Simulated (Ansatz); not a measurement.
A plane-wave DFT run in Ansatz 0.2.0 (scalar-relativistic PAW potentials unless the input names others): input and command.

```yaml
crystal:
  lattice:
    - [2.4665638856, 0.0, 0.0]
    - [-1.2332819428, 2.136106985, 0.0]
    - [0.0, 0.0, 28.70446334]
  atoms:
    - { symbol: C, position: [0.6666666242, 0.3333333758, 0.9629916179] }
    - { symbol: C, position: [0.6666667049, 0.3333332951, 0.462992597] }
    - { symbol: C, position: [0.6666666236, 0.3333333764, 0.7683081184] }
    - { symbol: C, position: [0.6666667055, 0.3333332945, 0.2683088897] }
    - { symbol: C, position: [1.034e-07, -1.034e-07, 0.6156994884] }
    - { symbol: C, position: [0.3333333764, 0.6666666236, 0.2683081184] }
    - { symbol: C, position: [-1.034e-07, 1.034e-07, 0.1156994884] }
    - { symbol: C, position: [0.6666667743, 0.3333332257, 0.6156992785] }
    - { symbol: C, position: [0.3333332945, 0.6666667055, 0.7683088897] }
    - { symbol: C, position: [0.3333332257, 0.6666667743, 0.1156992785] }
    - { symbol: C, position: [0.3333333758, 0.6666666242, 0.4629916179] }
    - { symbol: C, position: [0.3333332951, 0.6666667049, 0.962992597] }
basis:
  ecutwfc: 420
kpoints:
  mp_grid: { grid: [14, 14, 2] }
hamiltonian:
  xc: pbe
  dispersion: d3bjatm
scf:
  occupations: { method: gaussian, width: 0.1 }
output:
  forces: true
  eigenvalues: true
  stress: true
```

```bash
ansatz run input.yaml --threads 2 --pin off --max-ram 5120MiB --backend cpu --events-out ev --progress --plain --runs-dir out
```

Abridged log:
```
Pseudopotentials: kind: paw
Pseudopotential: C, paw, valence charge 4, recommended cutoff 420 eV (normal)
Functional definition: PBE
Crystal: 12 atoms, lattice volume = 151.239 Å³
Basis set: ecut = 420 eV, 2849 PW (Γ), exchange–correlation on 36×36×384 points (8 copies of the dense FFT grid, shifted against one another)
Bands: 36, of which v1, the nominal top of the filled ones, is band 24 counted from 1 (23 counted from 0)
Symmetry: 12 space group operations
Space group: P63mc (ITA 186), of the structure as read, at distance tolerance 5.3e-5 Å
k-points: 48 of 392
Initial density: superposition of atomic densities (neutral atoms: chi_scale 0, normalization atom), corrected by the library's trained network
Initial wavefunctions: pseudopotential atomic-orbital guess
Functional: x = pbe(κ = 0.804, μ = 0.21951497), c = pbe(β = 0.06672455)
SCF iter   1: F=—  HF=-3012.596993 eV  |F-HF|=—  |Δ(HF+E_count)|=         —  Δρ=3.69e-3  dr2=2.26e-2  ethr=1.77e-3  ⟨swp⟩=11.6  Hψ=10262  notcnv=0  defer=35
SCF iter   2: F=—  HF=-3012.594815 eV  |F-HF|=—  |Δ(HF+E_count)|=   2.18e-3  Δρ=2.01e-3  dr2=6.92e-3  ethr=4.72e-5  ⟨swp⟩=1.9  Hψ=2846  notcnv=0  defer=121
SCF iter   3: F=—  HF=-3012.594386 eV  |F-HF|=—  |Δ(HF+E_count)|=   4.28e-4  Δρ=3.41e-4  dr2=2.12e-4  ethr=1.44e-5  ⟨swp⟩=2.0  Hψ=2661  notcnv=0  defer=77
automatic band count: iteration 3 solves 34 bands in place of 36: the levels show a gap, and the empty bands left out lie too high to hold charge; the band table lists the bands solved (type scf.n_extra_bands for more)
SCF iter   4: F=—  HF=-3012.594394 eV  |F-HF|=—  |Δ(HF+E_count)|=   7.72e-6  Δρ=1.34e-4  dr2=2.10e-5  ethr=4.41e-7  ⟨swp⟩=2.8  Hψ=2690  notcnv=0  defer=77
SCF iter   5: F=—  HF=-3012.594392 eV  |F-HF|=—  |Δ(HF+E_count)|=   1.89e-6  Δρ=5.44e-5  dr2=3.68e-6  ethr=4.37e-8  ⟨swp⟩=2.0  Hψ=2598  notcnv=0  defer=78
SCF iter   6: F=—  HF=-3012.594392 eV  |F-HF|=—  |Δ(HF+E_count)|=   7.47e-7  Δρ=1.71e-5  dr2=4.07e-7  ethr=7.66e-9  ⟨swp⟩=2.0  Hψ=2478  notcnv=0  defer=79
SCF iter   7: F=-3012.594391 eV  HF=-3012.594391 eV  |F-HF|=3.78e-8  |Δ(HF+E_count)|=   1.18e-7  Δρ=4.45e-6  dr2=3.25e-8  ethr=2.08e-10  ⟨swp⟩=31.0  Hψ=11412  notcnv=0
SCF 1 converged in 7 iterations: F = -3012.594391 eV  dr2 = 3.25e-8
SCF converged after 7 iterations
Free energy (F): -3012.594391 eV
Harris-Foulkes:  -3012.594391 eV  (|F-HF|=3.78e-8)
Internal energy: -3012.594391 eV  (E = F + TS)
E sigma→0 (E₀):  -3012.594391 eV
Fermi energy:    3.640423 eV
  E_disp       = -1.266734  (pairwise vdW)
--- Forces (eV/Å), atoms counted from 1 ---
  atom   1  C      0.00000000     0.00000000     0.01470906
  atom   2  C      0.00000000     0.00000000     0.01423369
  atom   3  C      0.00000000     0.00000000    -0.01438351
  atom   4  C      0.00000000     0.00000000    -0.01465327
  atom   5  C      0.00000000     0.00000000    -0.00005651
  atom   6  C      0.00000000     0.00000000    -0.01438351
  atom   7  C      0.00000000     0.00000000    -0.00005651
  atom   8  C      0.00000000     0.00000000     0.00014837
  atom   9  C      0.00000000     0.00000000    -0.01465327
  atom  10  C      0.00000000     0.00000000     0.00014837
  atom  11  C      0.00000000     0.00000000     0.01470906
  atom  12  C      0.00000000     0.00000000     0.01423369
--- Stress (GPa, compression-positive) ---
       -0.293100       0.000000       0.000000
        0.000000      -0.293100       0.000000
        0.000000       0.000000      -0.951282
  P = ⅓ Tr σ = -0.5125 GPa (-5.125 kbar)
```

Apart from outputs, empty bands and the relaxation, which only the reference makes, the input differs from a reference run on usual settings in hamiltonian.dispersion: not typed → "d3bjatm"; kpoints.mp_grid.grid: [18, 18, 2] → [14, 14, 2]. The reference, at the same geometry, ended its own course with pressure -0.01 GPa, largest force 0.001 eV/Å, no gap on the mesh. This run converged in 7 SCF iterations with an energy at zero smearing 107 meV/atom below the reference's (the Hamiltonian itself differs), pressure -0.51 GPa, largest force 0.015 eV/Å, gap on the mesh 1.16 eV. Its k mesh is looser than usual. The Hamiltonian differs as well, so the change in the result can't be put down to that alone.

Time: 37 s on 2 threads of Intel(R) Xeon(R) Processor @ 2.50GHz (Skylake/Cascade Lake) (shared host), peak memory 0.49 GiB.